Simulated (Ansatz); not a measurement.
# FeSi2: equal strain of all cell vectors

The task here is to estimate one member of a computed series from the others.

Method: DFT PBEsol, scalar-relativistic, plane waves, PAW, in Ansatz 0.2.0.

2 further runs of the same task are left out: 2 set aside as unsound or not needed.

### The starting structure

It takes space group P4/mmm (No. 123, tetragonal). The conventional cell has a = 2.676 Å, b = 2.676 Å, c = 5.106 Å, α = 90.00°, β = 90.00°, γ = 90.00°. Fe (site symmetry 4/mmm) is surrounded by 8 Si at 2.35 Å and 4 Fe at 2.68 Å. Si (site symmetry 4mm) has 6 Si at 2.33 to 2.78 Å and 4 Fe at 2.35 Å as nearest neighbours.

Coordinates:

```cif
data_structure
_symmetry_space_group_name_H-M 'P 1'
_symmetry_Int_Tables_number 1
_cell_length_a 2.6763
_cell_length_b 2.6763
_cell_length_c 5.1064
_cell_angle_alpha 90.000
_cell_angle_beta 90.000
_cell_angle_gamma 90.000
_cell_volume 36.57
loop_
_atom_site_label
_atom_site_type_symbol
_atom_site_fract_x
_atom_site_fract_y
_atom_site_fract_z
_atom_site_occupancy
Fe1 Fe 0.00000 0.00000 0.00000 1
Si1 Si 0.50000 0.50000 0.27193 1
Si2 Si 0.50000 0.50000 0.72807 1
```

It is the result of an earlier relaxation at this level (volume 12.19 Å³/atom; gap on the mesh: none (metal)).

The unstrained cell comes from an earlier run at this level (3 atoms, E(σ→0) -5693.3606 eV, gap none (metal)).

Set-up of the first run:

Contents of input.yaml:

```yaml
crystal:
  lattice:
    - [2.6495187572, 0.0, 0.0]
    - [0.0, 2.6495187572, 0.0]
    - [0.0, 0.0, 5.0552987483]
  atoms:
    - { symbol: Fe, position: [0.0, 0.0, 0.0] }
    - { symbol: Si, position: [0.5, 0.5, 0.2719321965] }
    - { symbol: Si, position: [0.5, 0.5, 0.7280678035] }
basis:
  ecutwfc: 420
kpoints:
  mp_grid: { grid: [16, 16, 8] }
hamiltonian:
  xc: pbesol
scf:
  occupations: { method: gaussian, width: 0.1 }
output:
  forces: true
  stress: true
  eigenvalues: true
relax:
  adjacent_minimum: "off"
  f_tol: 0.008
  max_steps: 40
```

Among the steps run: The cell strained by -1.0 %; The cell strained by +1.0 %; Strain -2.0 %; At +2.0 %; At -3.0 %; At +3.0 %.

One of the session's tables, all rows but one given; the rest of the session is left out.

Lengths are those of the vectors of the cell that was run; stresses in GPa:

```
strain (%)  ΔE (meV/atom)  a (Å)  b (Å)  c (Å)
      -3.0           68.1  2.596  2.596  4.953
      -2.0           29.2  2.623  2.623  5.004
      -1.0            7.0  2.650  2.650  5.055
      +0.0            0.0  2.676  2.676  5.106
      +1.0              ?      ?      ?      ?
      +2.0           25.7  2.730  2.730  5.208
      +3.0           55.5  2.757  2.757  5.260
```

Q: Estimate the row for strain (%) = +1.0 from the others.

Worked estimate for «ΔE (meV/atom)». A straight line through the neighbours (0.0, 0.0) and (2.0, 25.7) gives 0.0 + (25.7 − 0.0) × (1.0 − 0.0) / (2.0 − 0.0) = 12.8; a parabola fitted to 4 rows on both sides gives 6.7.

As computed: ΔE (meV/atom): 6.7; a (Å): 2.703; b (Å): 2.703; c (Å): 5.157. In «ΔE (meV/atom)» the line misses by +6.1 and the parabola by 0.0.

ΔE is over the unstrained cell. Stress in GPa, positive in compression, on the Cartesian axes of the input. 

Caveats from the session: The final runs have no spin polarisation, so no magnetic state was tried and one may lie lower. Warnings in the runs' records: stress scf threshold loose.
